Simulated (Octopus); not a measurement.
# GaSb (F-43m) in Octopus: reference runs

How does GaSb come out in PBEsol? The cell is run as given.

Program: Octopus 16.4. These are calculated values, not measurements. Logs are shortened: lines on timing, memory, paths and dates and some standing lists are left out, and cuts for length are marked.

**The experiment to reproduce.**

A printed reference work, data compilation reports, for a bulk crystal of GaSb at 4.2 K: band gap 0.811 eV (direct).

The runs below are set against these values where they give the same quantity.

## 1. The crystal as given

The structure is cubic, space group F-43m (No. 216). Conventional cell: a = 6.118 Å, b = 6.118 Å, c = 6.118 Å, α = 90.00°, β = 90.00°, γ = 90.00°. Sb (site symmetry -43m) has 4 Ga at 2.65 Å as nearest neighbours. Ga (site symmetry -43m) is surrounded by 4 Sb at 2.65 Å.

## 2. Single point, PBEsol

File inp:

```
CalculationMode = gs
UnitsOutput = eV_Angstrom
PeriodicDimensions = 3
ExperimentalFeatures = yes
PseudopotentialSet = pseudodojo_pbesol
%LatticeParameters
 1*angstrom | 1*angstrom | 1*angstrom
%
%LatticeVectors
 0 | 3.059 | 3.059
 3.059 | 0 | 3.059
 3.059 | 3.059 | 0
%
%ReducedCoordinates
 "Sb" | 0.75 | 0.75 | 0.75
 "Ga" | 0 | 0 | 0
%
%Spacing
 0.13518998*angstrom | 0.13518998*angstrom | 0.13518998*angstrom
%
DerivativesOrder = 8
%KPointsGrid
 8 | 8 | 8
%
KPointsUseSymmetries = yes
XCFunctional = gga_x_pbe_sol + gga_c_pbe_sol
SmearingFunction = fermi_dirac
Smearing = 0.05*eV
ExtraStates = 6
Eigensolver = chebyshev_filter
ConvRelDens = 3e-7
MaximumIter = 120
```

Potentials or basis: pseudodojo_pbesol (PseudoDojo 0.4, PBEsol).

Run with:

```
OMP_NUM_THREADS=1 octopus > out.log
```

out.log:

```text
Running octopus

Version                : 16.4
Optional libraries     :

************************** Calculation Mode **************************
Input: [CalculationMode = gs]
**********************************************************************

Input: [SpinComponents = unpolarized]

******************************* Space ********************************
Octopus will run in 3 dimension(s).
Octopus will treat the system as periodic in 3 dimension(s).
**********************************************************************

Input: [AllElectronType = no]
Input: [PseudopotentialSet = pseudodojo_pbesol]
Reading Coordinates from ReducedCoordinates block

****************************** Species *******************************
  Species 'Sb'
    type             : pseudopotential
    file             : 'Sb.upf'
    file format      : UPF2
    valence charge   : 15.0
    atomic number    :  51
    form on file     : kleinman-bylander
    lmax             : 2
    llocal           : -1
    projectors per l : 2
    total projectors : 6
    application form : kleinman-bylander
    orbitals         :  9
    bound orbitals   :  9

  Species 'Ga'
    type             : pseudopotential
    file             : 'Ga.upf'
    file format      : UPF2
    valence charge   : 13.0
    atomic number    :  31
    form on file     : kleinman-bylander
    lmax             : 2
    llocal           : -1
    projectors per l : 2
    total projectors : 6
    application form : kleinman-bylander
    orbitals         :  9
    bound orbitals   :  9

**********************************************************************

***************************** Symmetries *****************************
Space group No.  216
International: F-43m
Schoenflies: Td^2
Info: The system has    24 symmorphic symmetries that can be used.
  Index                Rotation matrix                      Fractional translations
    1 :     1   0   0     0   1   0     0   0   1      0.000000    0.000000    0.000000
    2 :     0   0  -1     1   0  -1     0   1  -1      0.000000    0.000000    0.000000
    3 :     0  -1   1     0  -1   0     1  -1   0      0.000000    0.000000    0.000000
    4 :    -1   1   0    -1   0   1    -1   0   0      0.000000    0.000000    0.000000
    5 :    -1   0   0    -1   0   1    -1   1   0      0.000000    0.000000    0.000000
    6 :     1  -1   0     0  -1   0     0  -1   1      0.000000    0.000000    0.000000
[... 16 lines left out ...]
   23 :     1   0  -1     0   0  -1     0   1  -1      0.000000    0.000000    0.000000
   24 :     0  -1   1     1  -1   0     0  -1   0      0.000000    0.000000    0.000000
Info: The system also has     0 nonsymmorphic symmetries (not used for electrons).
**********************************************************************

Input: [CurvMethod = curv_affine]
Input: [DerivativesStencil = stencil_stargeneral]

****************************** Lattice *******************************
  Lattice Vectors [A]
    0.000000    3.059000    3.059000
    3.059000    0.000000    3.059000
    3.059000    3.059000    0.000000
  Cell volume =            57.2491 [A^3]
  Reciprocal-Lattice Vectors [A^-1]
   -1.027000    1.027000    1.027000
    1.027000   -1.027000    1.027000
    1.027000    1.027000   -1.027000
  Cell angles [degree]
    alpha =   60.000
    beta  =   60.000
    gamma =   60.000
**********************************************************************
[... 118 lines left out ...]
Info: No restart information will be read.

** Warning:
**   Unable to read wavefunctions.
**   Starting from scratch!

**************************** Eigensolver *****************************
Input: [Eigensolver = chebyshev_filter]
Input: [SubspaceDiagonalization = standard]
**********************************************************************

Input: [MixField = potential] (what to mix during SCF cycles)
Input: [MixingScheme = broyden]
Info: Mixing uses    4 steps and restarts after   20 steps.
Input: [LCAOStart = lcao_states]
Input: [LCAOScaleFactor = 1.000]
Input: [LCAOMaximumOrbitalRadius = 10.58 A]

** Warning:
**   Cannot do LCAO for all states because there are not enough atomic orbitals.
**   Required: 20. Available: 18. 2 orbitals will be randomized.

Info: Unnormalized total charge =     28.008272
Info: Renormalized total charge =     28.000000

** Warning:
**   Symmetrization discrepancy ratio (scalar) =  2.02125E-06

Info: Setting up Hamiltonian.
Info: Performing initial LCAO calculation with     18 orbitals.
Info: Getting Hamiltonian matrix elements.

Eigenvalues [eV]
 #st  Spin   Eigenvalue      Occupation
#k =       1, k = (  0.000000,  0.000000,  0.000000)
   1   --   -25.582643       2.000000
   2   --   -25.582643       2.000000
   3   --   -25.582456       2.000000
   4   --   -25.547235       2.000000
   5   --   -25.547235       2.000000
   6   --   -11.273109       2.000000
[... 10 lines left out ...]
  17   --     6.627905       1.943641
  18   --     6.627905       1.943641
#k =       2, k = (  0.125000,  0.000000,  0.000000)
   1   --   -25.317958       2.000000
   2   --   -25.317380       2.000000
   3   --   -24.954118       2.000000
   4   --   -24.953705       2.000000
   5   --   -24.861406       2.000000
   6   --   -10.956173       2.000000
[... 10 lines left out ...]
  17   --     7.021073       0.026179
  18   --     7.690016       0.000000
[... 27 further k-points ...]
Fermi energy =     6.804934 eV
Generating random wavefunctions for states       19 and above
Orthogonalizing wavefunctions.
Info: Ground-state restart information will be written to 'restart/gs'.
Info: SCF using complex wavefunctions.
Info: Starting SCF iteration.

** Warning:
**   Symmetrization discrepancy ratio (scalar) =  4.09196E-03

*********************** SCF CYCLE ITER #    1 ************************
 etot  = -4.54993064E+03 abs_ev   =  1.43E+02 rel_ev   =  3.75E-01
 ediff =        1.67E+02 abs_dens =  1.24E+00 rel_dens =  4.44E-02
Matrix vector products: 725
Converged eigenvectors: 0

#  State  KPoint  Eigenvalue [eV]  Occupation    Error
      1      29      -25.589326    2.000000   ( 4.4E-04)
      1      24      -25.588881    2.000000   ( 3.4E-04)
      1      26      -25.588581    2.000000   ( 8.7E-04)
      1      28      -25.588026    2.000000   ( 1.9E-03)
      1      14      -25.587855    2.000000   ( 4.9E-04)
      1      10      -25.587807    2.000000   ( 2.8E-04)
      1      21      -25.587721    2.000000   ( 4.6E-04)
      1      25      -25.587140    2.000000   ( 1.7E-03)
[... 23 lines left out ...]
     20      23       15.113360    0.000000   ( 1.0E-01)
     20      29       15.346299    0.000000   ( 1.2E-01)
     20      20       15.550832    0.000000   ( 1.3E-01)
     20      26       15.713105    0.000000   ( 1.4E-01)
     20      13       15.744308    0.000000   ( 1.8E-01)
     20      28       16.623087    0.000000   ( 1.4E-01)
     20      27       16.710446    0.000000   ( 1.4E-01)
     20      25       17.533084    0.000000   ( 1.4E-01)

Density of states:

%----------------------%----------------------------------------------
%----------------------%----------------------------------------------
%----------------------%----------------------------------------------
%----------------------%----------------------------------------------
%----------------------%----------------------------------------------
%----------------------%----------------------------------------------
%----------------------%----------------------------------------------
%----------------------%----------------------------------------------
%----------------------%----------------------------------------------
%----------------------%------%%----%----%%%%----%%-%%%%%-%%-%%-%-----
                                              ^

Fermi energy =     3.207937 eV

**********************************************************************

*********************** SCF CYCLE ITER #    2 ************************
 etot  = -4.54746564E+03 abs_ev   =  3.62E-01 rel_ev   =  9.48E-04
 ediff =        9.06E-02 abs_dens =  1.74E-01 rel_dens =  6.21E-03
Matrix vector products: 725
Converged eigenvectors: 0
[... 163 lines left out ...]
*********************** SCF CYCLE ITER #   16 ************************
 etot  = -4.54824510E+03 abs_ev   =  2.58E-04 rel_ev   =  6.72E-07
 ediff =        1.19E-05 abs_dens =  5.92E-06 rel_dens =  2.11E-07
Matrix vector products: 725
Converged eigenvectors: 0

#  State  KPoint  Eigenvalue [eV]  Occupation    Error
      1      29      -25.423227    2.000000   ( 8.8E-08)
      1      24      -25.422786    2.000000   ( 8.7E-08)
      1      26      -25.422489    2.000000   ( 8.8E-08)
      1      28      -25.421970    2.000000   ( 8.9E-08)
      1      14      -25.421766    2.000000   ( 9.0E-08)
      1      10      -25.421723    2.000000   ( 1.1E-07)
      1      21      -25.421622    2.000000   ( 9.1E-08)
      1      25      -25.421100    2.000000   ( 1.1E-07)
[... 23 lines left out ...]
     20      16       13.518552    0.000000   ( 3.1E-02)
     20      27       13.576550    0.000000   ( 2.7E-02)
     20      28       13.688703    0.000000   ( 2.6E-02)
     20      17       13.806825    0.000000   ( 2.9E-02)
     20      26       14.099945    0.000000   ( 2.2E-02)
     20      29       14.127551    0.000000   ( 2.7E-02)
     20      23       14.146771    0.000000   ( 3.1E-02)
     20      24       14.419191    0.000000   ( 2.1E-02)

Density of states:

%-----------------------%---------------------------------------------
%-----------------------%---------------------------------------------
%-----------------------%---------------------------------------------
%-----------------------%---------------------------------------------
%-----------------------%---------------------------------------------
%-----------------------%---------------------------------------------
%-----------------------%---------------------------------------------
%-----------------------%---------------------------------------------
%-----------------------%---------------------------------------------
%-----------------------%--------%%----%----%%%%%---%%%-%%%%-%%%%%----
                                                  ^

Fermi energy =     3.391471 eV

**********************************************************************

Info: SCF converged in   16 iterations

** Warning:
**   Some of the states are not fully converged!

Info: Number of matrix-vector products:      11600
Info: Finished writing information to 'restart/gs'.

Octopus emitted 20 warnings.
```

Wall time 7.8 min (1 thread of Arm Neoverse V2, shared host); peak memory 1 GiB.

What came out:

```
Free energy            : -4548.2454 eV
Band gap on the k mesh : none (metal or under the smearing width)
```

Caveat: this crystal is a semiconductor, whose small gap the functional closes, so the metal is an error of the method.

## 3. Comparison with measurements

Step 2. A measured gap of GaSb is 0.811 eV (direct; 4.2 K; a printed reference work, data compilation); the calculated 0.00 eV misses it by -0.81 eV. Spin-orbit coupling on Ga, Sb is left out. The value is that of PBEsol on a finite k mesh, which can miss the band edges, without temperature or zero-point motion. Semilocal functionals fall short of measured gaps as a rule.
